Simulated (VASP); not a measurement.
Write the native input for VASP 6.6.1 that does the following.

- Task: single point
- Functional: RPBE
- Potentials or basis: VASP PAW PBE potentials, release 54 (O, Li_sv)
- Cutoff: 520 eV
- k mesh: 10 × 10 × 10
- Occupations: gaussian, width 0.02 eV
- Spin: no spin polarisation
- Further INCAR settings: ALGO = Fast; EDIFF = 1e-06

The structure of Li2O lies in POSCAR:

```
Li2O
1.0
    0.0000000000      2.3268543819      2.3268543819
    2.3268543819      0.0000000000      2.3268543819
    2.3268543819      2.3268543819      0.0000000000
O Li
1 2
Direct
    0.0000000000      0.0000000000      0.0000000000
    0.2500000000      0.2500000000      0.2500000000
    0.7500000000      0.7500000000      0.7500000000
```

The cell comes from a database or a generator and needn't be the stable form of this composition.

The input as run:

INCAR

```
PREC = Accurate
ENCUT = 520
EDIFF = 1E-6
ISMEAR = 0
SIGMA = 0.02
LREAL = False
LASPH = True
NELM = 100
ALGO = Fast
ISIF = 2
LWAVE = False
LCHARG = False
GGA = RP
```

KPOINTS

```
regular mesh
0
Gamma
  10 10 10
```

Potentials or basis: VASP PAW PBE potentials, release 54 (O, Li_sv).

Run with:

```sh
$ cat potpaw_PBE.54/O/POTCAR potpaw_PBE.54/Li_sv/POTCAR > POTCAR
$ mpirun -np 1 vasp_std > vasp.out
```

It gave:

The band gap on the k mesh is 5.06 eV, indirect (least direct gap 5.22 eV).

It took 10 s on 1 thread of Intel(R) Xeon(R) Platinum 8488C (Sapphire Rapids), on a shared host, peak memory 0.13 GiB.
